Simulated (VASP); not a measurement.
A run of VASP 6.6.1 is set up as follows.

INCAR

```
SYSTEM = InSb2As3
PREC     = Normal         ! precision mode
ENCUT    = 520            ! plane-wave cutoff, eV
EDIFF    = 1E-4           ! SCF threshold, eV
ISMEAR   = 0              ! smearing method
SIGMA    = 0.15           ! smearing width, eV
LREAL    = .False.        ! projectors in reciprocal space
LASPH    = .True.         ! aspherical terms in the spheres
NELM     = 60             ! most SCF steps
ALGO     = Fast           ! electronic algorithm
ISIF     = 3              ! what is computed and relaxed
LWAVE    = .False.        ! write WAVECAR
LCHARG   = .False.        ! write CHGCAR
GGA      = PE             ! functional
IBRION   = 2              ! ionic algorithm
NSW      = 24             ! ionic steps
EDIFFG   = -0.08          ! ionic threshold
KPAR     = 2
```

The input KPOINTS:

```
regular mesh
0
Gamma
  3 3 2
  0 0 0
```

The input POSCAR:

```
InSb2As3
1.0
    4.5167089600      0.0000000000      0.0000000000
    0.0000000000      4.5167089600      0.0000000000
    0.0000000000      0.0000000000      7.3679241000
In Sb As
1 2 3
Direct
    0.5000000000      0.5000000000      0.0000000000
    0.0000000000      0.5000000000      0.0000000000
    0.5000000000      0.0000000000      0.0000000000
    0.0000000000      0.5000000000      0.5000000000
    0.5000000000      0.0000000000      0.5000000000
    0.5000000000      0.5000000000      0.5000000000
```

Potentials or basis: VASP PAW PBE potentials, release 64 (In_d, Sb, As).

Command:

```console
$ cat potpaw_PBE.64/In_d/POTCAR potpaw_PBE.64/Sb/POTCAR potpaw_PBE.64/As/POTCAR > POTCAR
$ mpirun -np 2 vasp_std > vasp.out
```

(1) Predict the space group after relaxing (to 0.05 Å).

(2) Estimate the relaxed cell.

Results:

(1) P4/mmm (No. 123).

(2) a = 5.637 Å, b = 5.637 Å, c = 5.621 Å, α = 90.00°, β = 90.00°, γ = 90.00°.

Caveat: the k mesh is coarse (spacing up to 0.46 Å⁻¹), so the values aren't converged.
